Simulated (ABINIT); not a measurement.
The system is Sb.

```xyz
2
Lattice="3.1224 0.0000 0.0000 0.0000 4.3475 0.0000 -0.0389 0.0000 4.4059" Properties=species:S:1:pos:R:3 pbc="T T T"
Sb    0.0262    1.0869    1.0625
Sb    3.0573    3.2606    3.3433
```

This isn't the form of Sb at room conditions, which is rhombohedral.

```yaml
Program: ABINIT 10.8.3 (patched build)
Task: relaxation of cell and atoms
Functional: PBEsol
Potentials_or_basis: JTH PAW PBE v2.0
Cutoff: 435 eV
k_mesh: 8 × 5 × 5
Occupations: fermi-dirac, width 0.05 eV
Spin: no spin polarisation
```

At the start: pressure -2.3 GPa; volume 29.90 Å³/atom.

Q: Where does the relaxation end?

A: Over 12 steps the energy falls by 11.5 meV/atom and the volume is 28.65 Å³/atom (-4.2 %); space group Pm-3m (No. 221, to 0.05 Å).

Step by step:
| step | energy change (eV) | largest force (eV/Å) | pressure (GPa) | volume (Å³) |
| --- | --- | --- | --- | --- |
| 1 | 0.0000 | 0.0406 | -2.34 | 59.81 |
| 2 | -0.0062 | 0.0439 | -1.96 | 59.38 |
| 3 | -0.0199 | 0.0764 | 0.22 | 57.25 |
| 4 | -0.0201 | 0.0714 | 0.03 | 57.40 |
| 5 | -0.0204 | 0.0654 | -0.07 | 57.49 |
| 6 | -0.0210 | 0.0469 | -0.26 | 57.63 |
| 7 | -0.0217 | 0.0314 | -0.30 | 57.64 |
| 8 | -0.0223 | 0.0209 | -0.18 | 57.50 |
| 9 | -0.0226 | 0.0148 | -0.05 | 57.38 |
| 10 | -0.0227 | 0.0105 | 0.03 | 57.32 |
| 11 | -0.0228 | 0.0067 | 0.06 | 57.28 |
| 12 | -0.0229 | 0.0057 | 0.04 | 57.31 |

Final structure:
```yaml
crystal:
  lattice:
    - [3.05746, 0.00000, 0.01655]
    - [0.00000, 4.33227, 0.00000]
    - [-0.01475, 0.00000, 4.32640]
  atoms:
    - { symbol: Sb, position: [0.00115, 0.25000, 0.25183] }
    - { symbol: Sb, position: [0.99885, 0.75000, 0.74817] }
```

Caveat: the PAW data sets were made with another functional, which shifts forces and pressure a little.
